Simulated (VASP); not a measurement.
# Si in VASP: work function with PBE

Aim: the work function of Si with PBE.

Program: VASP 6.6.1. These are calculated values, not measurements. Logs are shortened: lines on timing, memory, paths and dates and some standing lists are left out, and cuts for length are marked.

## Step 1: Starting point

The cell holds a slab with vacuum, 16 atoms: a = 7.734 Å, b = 3.867 Å, c = 24.170 Å, α = 90.00°, β = 90.00°, γ = 90.00°.

The cell was built by a generator and needn't be a form met in nature.

## Step 2: Work function, PBE

Input file INCAR:

```
SYSTEM = Si
PREC = Accurate
ENCUT = 520
EDIFF = 1E-6
ISMEAR = 0
SIGMA = 0.03
LREAL = .False.
LASPH = .True.
NELM = 80
ALGO = Normal
ISIF = 2
LWAVE = .False.
LCHARG = .True.
LDIPOL = .True.
IDIPOL = 3
DIPOL = 0.5 0.5 0.500
GGA = PE
LVHAR = .True.
LVACPOTAV = .True.
KPAR = 4
```

Input file KPOINTS:

```
regular mesh
0
Gamma
  4 7 1
  0 0 0
```

Input file POSCAR:

```
Si
1.0
    7.7337965900      0.0000000000      0.0000000000
    0.0000000000      3.8668983000      0.0000000000
    0.0000000000      0.0000000000     24.1700850000
Si
16
Direct
   -0.0930978700      0.0000000000      0.3144382800
    0.5930978700      1.0000000000      0.2896142100
    0.5000000000      0.5000000000      0.3585901700
    0.0000000000      0.5000000000      0.3585901700
    0.2500000000      0.5000000000      0.4151541000
    0.7500000000      0.5000000000      0.4151541000
    0.7500000000      1.0000000000      0.4717180300
    0.2500000000      0.0000000000      0.4717180300
    0.5000000000      0.0000000000      0.5282819700
    0.0000000000      0.0000000000      0.5282819700
    0.0000000000      0.5000000000      0.5848459000
    0.5000000000      0.5000000000      0.5848459000
    0.7500000000      0.5000000000      0.6414098300
    0.2500000000      0.5000000000      0.6414098300
    0.1569021300      0.0000000000      0.6855617200
    0.8430978700      0.0000000000      0.7103857900
```

Potentials or basis: VASP PAW PBE potentials, release 64 (Si).

Started as:

```bash
cat potpaw_PBE.64/Si/POTCAR > POTCAR
mpirun -np 4 vasp_std > vasp.out
```

OUTCAR:

```text
SYSTEM = Si
   PREC = Accurate
   ENCUT = 520
   EDIFF = 1E-6
   ISMEAR = 0
   LREAL = .False.
   LASPH = .True.
   NELM = 80
   ISIF = 2
   GGA = PE

 ion  position               nearest neighbor table
   1  0.907  0.000  0.314-   4 2.32   4 2.32   2 2.50
   2  0.593  0.000  0.290-   1 2.50   3 2.65   3 2.65
   3  0.500  0.500  0.359-   5 2.37   6 2.37   2 2.65   2 2.65
   4  0.000  0.500  0.359-   1 2.32   1 2.32   6 2.37   5 2.37
   5  0.250  0.500  0.415-   3 2.37   4 2.37   8 2.37   8 2.37
   6  0.750  0.500  0.415-   3 2.37   4 2.37   7 2.37   7 2.37
   7  0.750  0.000  0.472-   6 2.37   6 2.37  10 2.37   9 2.37
   8  0.250  0.000  0.472-   5 2.37   5 2.37  10 2.37   9 2.37
   9  0.500  0.000  0.528-  12 2.37  12 2.37   7 2.37   8 2.37
  10  0.000  0.000  0.528-  11 2.37  11 2.37   7 2.37   8 2.37
  11  0.000  0.500  0.585-  13 2.37  14 2.37  10 2.37  10 2.37
  12  0.500  0.500  0.585-  13 2.37  14 2.37   9 2.37   9 2.37
  13  0.750  0.500  0.641-  11 2.37  12 2.37  16 2.65  16 2.65
  14  0.250  0.500  0.641-  15 2.32  15 2.32  11 2.37  12 2.37
  15  0.157  0.000  0.686-  14 2.32  14 2.32  16 2.50
  16  0.843  0.000  0.710-  15 2.50  13 2.65  13 2.65

  LATTYP: Found a simple orthorhombic cell.
 ALAT       =     3.8668983000
 B/A-ratio  =     1.9999999974
 C/A-ratio  =     6.2505096139

  Lattice vectors:

 A1 = (   0.0000000000,  -3.8668983000,   0.0000000000)
 A2 = (   7.7337965900,   0.0000000000,   0.0000000000)
 A3 = (   0.0000000000,   0.0000000000,  24.1700850000)

Analysis of symmetry for initial positions (statically):
=====================================================================
 Subroutine PRICEL returns:
 Original cell was already a primitive cell.

 Routine SETGRP: Setting up the symmetry group for a
 simple orthorhombic supercell.

 Subroutine GETGRP returns: Found  2 space group operations
 (whereof  2 operations were pure point group operations)
 out of a pool of  8 trial point group operations.

The static configuration has the point symmetry C_1h.

Analysis of symmetry for dynamics (positions and initial velocities):
=====================================================================
 Subroutine PRICEL returns:
 Original cell was already a primitive cell.

 Routine SETGRP: Setting up the symmetry group for a
 simple orthorhombic supercell.

 Subroutine GETGRP returns: Found  2 space group operations
 (whereof  2 operations were pure point group operations)
 out of a pool of  8 trial point group operations.

The dynamic configuration has the point symmetry C_1h.

 Subroutine INISYM returns: Found  2 space group operations
 (whereof  2 operations are pure point group operations),
 and found     1 'primitive' translations

----------------------------------------------------------------------------------------

                                     Primitive cell

  volume of cell :     722.8258

  direct lattice vectors                    reciprocal lattice vectors
     7.733796590  0.000000000  0.000000000     0.129302599  0.000000000  0.000000000
     0.000000000  3.866898300  0.000000000     0.000000000  0.258605198  0.000000000
     0.000000000  0.000000000 24.170085000     0.000000000  0.000000000  0.041373458

  length of vectors
     7.733796590  3.866898300 24.170085000     0.129302599  0.258605198  0.041373458

  position of ions in fractional coordinates (direct lattice)
     0.906902130  0.000000000  0.314438280
     0.593097870  0.000000000  0.289614210
     0.500000000  0.500000000  0.358590170
     0.000000000  0.500000000  0.358590170
     0.250000000  0.500000000  0.415154100
     0.750000000  0.500000000  0.415154100
[... 8 lines left out ...]
     0.156902130  0.000000000  0.685561720
     0.843097870  0.000000000  0.710385790

  ion indices of the primitive-cell ions
   primitive index   ion index
                 1           1
                 2           2
                 3           3
                 4           4
                 5           5
                 6           6
[... 8 lines left out ...]
                15          15
                16          16

----------------------------------------------------------------------------------------

 KPOINTS: regular mesh

Automatic generation of k-mesh.
 Grid dimensions read from file:
 generate k-points for:    4    7    1

 Generating k-lattice:

  Cartesian coordinates                     Fractional coordinates (reciprocal lattice)
     0.032325650  0.000000000  0.000000000     0.250000000  0.000000000  0.000000000
     0.000000000  0.036943600  0.000000000     0.000000000  0.142857143  0.000000000
     0.000000000  0.000000000  0.041373458     0.000000000  0.000000000  1.000000000

  Length of vectors
     0.032325650  0.036943600  0.041373458

  Shift w.r.t. Gamma in fractional coordinates (k-lattice)
     0.000000000  0.000000000  0.000000000

 Subroutine IBZKPT returns following result:
 ===========================================

 Found     12 irreducible k-points:

 Following reciprocal coordinates:
            Coordinates               Weight
  0.000000  0.000000  0.000000      1.000000
  0.250000  0.000000  0.000000      2.000000
  0.500000  0.000000  0.000000      1.000000
  0.000000  0.142857  0.000000      2.000000
  0.250000  0.142857  0.000000      4.000000
  0.500000  0.142857  0.000000      2.000000
  0.000000  0.285714  0.000000      2.000000
  0.250000  0.285714  0.000000      4.000000
  0.500000  0.285714  0.000000      2.000000
  0.000000  0.428571  0.000000      2.000000
  0.250000  0.428571  0.000000      4.000000
  0.500000  0.428571  0.000000      2.000000
   k-points           NKPTS =     12   k-points in BZ     NKDIM =     12   number of bands    NBANDS=     41
   number of dos      NEDOS =    301   number of ions     NIONS =     16
   total plane-waves  NPLWV = 324000
   dimension x,y,z NGX =    60 NGY =   30 NGZ =  180
   dimension x,y,z NGXF=   120 NGYF=   60 NGZF=  360
   ions per type =              16
   NGX,Y,Z   is equivalent  to a cutoff of  12.90, 12.90, 12.38 a.u.
   NGXF,Y,Z  is equivalent  to a cutoff of  25.80, 25.80, 24.76 a.u.
 SYSTEM =  Si
   PREC   = accura    normal or accurate (medium, high low for compatibility)
   ISTART =      0    job   : 0-new  1-cont  2-samecut
   ICHARG =      2    charge: 1-file 2-atom 10-const
   ISPIN  =      1    spin polarized calculation?
   LNONCOLLINEAR =      F non collinear calculations
   LSORBIT =      F    spin-orbit coupling
   LASPH  =      T    aspherical Exc in radial PAW
   ENCUT  =  520.0 eV  38.22 Ry    6.18 a.u.  14.38  7.19 44.94*2*pi/ulx,y,z
   NELM   =     80;   NELMIN=  2; NELMDL= -5     # of ELM steps
   EDIFF  = 0.1E-05   stopping-criterion for ELM
   LREAL  =      F    real-space projection
   EDIFFG = 0.1E-04   stopping-criterion for IOM
   NSW    =      0    number of steps for IOM
   IBRION =     -1    ionic relax: 0-MD 1-quasi-New 2-CG
   NFREE  =      0    steps in history (QN), initial steepest desc. (CG)
   ISIF   =      2    stress and relaxation
   ISYM   =      2    0-nonsym 1-usesym 2-fastsym
   POTIM  = 0.5000    time-step for ionic-motion
   TEBEG  =    0.0;   TEEND  =   0.0 temperature during run
   PSTRESS=    0.0 pullay stress
   NELECT =      64.0000    total number of electrons
   NUPDOWN=      -1.0000    fix difference up-down
   EMIN   =  10.00;   EMAX   =-10.00  energy-range for DOS
   EFERMI =   0.00;   METHOD = LEGACY
   ISMEAR =     0;   SIGMA  =   0.03  broadening in eV -4-tet -1-fermi 0-gaus
   EFERMI_NEDOS =   21; number of points for ismear=-14 and -15
   IALGO  =     38    algorithm
   IMIX   =      4    mixing-type and parameters
     AMIX     =   0.40;   BMIX     =  1.00
     AMIX_MAG =   1.60;   BMIX_MAG =  1.00
  volume/ion in A,a.u.               =      45.18       304.87
  Fermi-wavevector in a.u.,A,eV,Ry     =   0.729665  1.378867  7.243894  0.532411
  Thomas-Fermi vector in A             =   1.821443
   LORBIT       =      0    0 simple, 1 ext, 2 COOP (PROOUT), +10 PAW based schemes
   GGA     = PE    functional components
   LHFCALC =     F    Hartree Fock is set to
   AEXX    =    0.0000 exact exchange contribution
   IVDW    =     0    specifies the selected vdW correction
   LEPSILON=     F    determine dielectric tensor
   LRPA    =     F    only Hartree local field effects (RPA)
 non-spin polarized calculation
 Gauss-broadening in eV      SIGMA  =   0.03
  energy-cutoff  :      520.00
  volume of cell :      722.83
 maximum number of plane-waves:     19524
 NGX is ok and might be reduce to    60
   NGX = 29   NGY = 15   NGZ = 89

 dipolmoment           0.000000      0.000000      0.167361 electrons x Angstroem

 number of electron      63.9999995 magnetization

 dipolmoment           0.000000      0.000000     -0.002617 electrons x Angstroem

 Free energy of the ion-electron system (eV)
  ---------------------------------------------------
  ext. energy  EPLUGINS =         0.00000000
  ---------------------------------------------------
  free energy    TOTEN  =       -80.50087111 eV

  energy without entropy =      -80.49576711  energy(sigma->0) =      -80.49831911

 E-fermi :  -0.1581     XC(G=0):  -4.9548

 val. band max:       -0.1633667604   @ k =   0.5000   0.4286   0.0000
 cond. band min:      -0.1436775737   @ k =   0.2500   0.1429   0.0000
 fundamental gap:      0.0196891867
 Fermi energy:        -0.1581338168

 k-point     1 :       0.0000    0.0000    0.0000
  band No.  band energies     occupation
      1     -11.8098      2.00000
      2     -11.2343      2.00000
      3     -10.3438      2.00000
      4      -9.9294      2.00000
      5      -9.7688      2.00000
      6      -9.1280      2.00000
[... 33 lines left out ...]
     40       2.0999      0.00000
     41       2.3396      0.00000

 k-point     2 :       0.2500    0.0000    0.0000
  band No.  band energies     occupation
      1     -11.6854      2.00000
      2     -11.1581      2.00000
      3     -10.6637      2.00000
      4     -10.2305      2.00000
      5      -9.7245      2.00000
      6      -9.0217      2.00000
[... 434 lines left out ...]
      1      -9.9037      2.00000
      2      -9.7990      2.00000
      3      -9.5494      2.00000
      4      -9.2512      2.00000
      5      -8.9865      2.00000
      6      -8.8815      2.00000
[... 33 lines left out ...]
     40       2.2892      0.00000
     41       2.5723      0.00000

------------------------ aborting loop because EDIFF is reached ----------------------------------------

  FORCE on cell =-STRESS in cart. coord.  units (eV):
  Direction    XX          YY          ZZ          XY          YZ          ZX
  --------------------------------------------------------------------------------------
  -------------------------------------------------------------------------------------
  Total       -5.9620765     -6.0765151     -3.4113618      0.0000000      0.0000000      0.0956107
  in kB      -13.2152217    -13.4688801     -7.5614431      0.0000000      0.0000000      0.2119255
  external PRESSURE =     -11.4151816 kB  Pullay stress =       0.0000000 kB

 VOLUME and BASIS-vectors are now :
 -----------------------------------------------------------------------------
  energy-cutoff  :      520.00
  volume of cell :      722.83
      direct lattice vectors                 reciprocal lattice vectors
     7.733796590  0.000000000  0.000000000     0.129302599  0.000000000  0.000000000
     0.000000000  3.866898300  0.000000000     0.000000000  0.258605198  0.000000000
     0.000000000  0.000000000 24.170085000     0.000000000  0.000000000  0.041373458

 POSITION                                       TOTAL-FORCE (eV/Angst)
 -----------------------------------------------------------------------------------
      7.01380      0.00000      7.60000        -0.970295      0.000000      0.196079
      4.58690      0.00000      7.00000        -0.206670      0.000000      1.005733
      3.86690      1.93345      8.66715         1.119910      0.000000     -1.036171
      0.00000      1.93345      8.66715         0.270735      0.000000     -0.067991
      1.93345      1.93345     10.03431         0.168609      0.000000     -0.375826
      5.80035      1.93345     10.03431        -0.538933      0.000000      0.114573
[... 8 lines left out ...]
      1.21345      0.00000     16.57009        -0.872715      0.000000     -0.192982
      6.52035      0.00000     17.17008        -0.274932      0.000000     -0.976219
 -----------------------------------------------------------------------------------
    total drift:                               -0.000048      0.000000      0.000022

  FREE ENERGIE OF THE ION-ELECTRON SYSTEM (eV)
  ---------------------------------------------------
  free  energy   TOTEN  =       -80.5008711120 eV

  energy  without entropy=      -80.4957671087  energy(sigma->0) =      -80.49831911

 vacuum level on the upper side and lower side of the slab         4.809         4.825
```

It took 4.8 min on 4 MPI ranks of Intel Xeon Platinum 8259CL at 2.50GHz (Skylake/Cascade Lake), shared host; peak memory 0.76 GiB.

Results:

* Free energy: -80.5009 eV
* Largest force: 1.526 eV/Å
* Band gap on the k mesh: none (metal or under the smearing width)
* Work function of the upper face: 4.97 eV
* Work function of the lower face: 4.98 eV

Forces in eV/Å, atoms in the order of the input:
```
Si  -0.970  0.000  0.196
Si  -0.207  0.000  1.006
Si   1.120  0.000 -1.036
Si   0.271  0.000 -0.068
Si   0.169  0.000 -0.376
Si  -0.539  0.000  0.115
Si   0.238  0.000  0.140
Si  -0.100  0.000 -0.049
Si   0.050  0.000 -0.029
Si   0.077  0.000 -0.051
Si  -0.453  0.000 -0.193
Si   0.122  0.000  0.387
Si   1.096  0.000  0.993
Si   0.275  0.000  0.134
Si  -0.873  0.000 -0.193
Si  -0.275  0.000 -0.976
```

Levels at points of the mesh, in eV from the Fermi level:
| k point | band 30 | band 31 | band 32 | band 33 | band 34 | band 35 |
| --- | --- | --- | --- | --- | --- | --- |
| (0.00, 0.00, 0.00) | -0.19 | 0.26 | 0.39 | 0.43 | 0.44 | 0.85 |
| (0.50, 0.00, 0.00) | -0.06 | 0.31 | 0.42 | 0.46 | 0.60 | 1.54 |
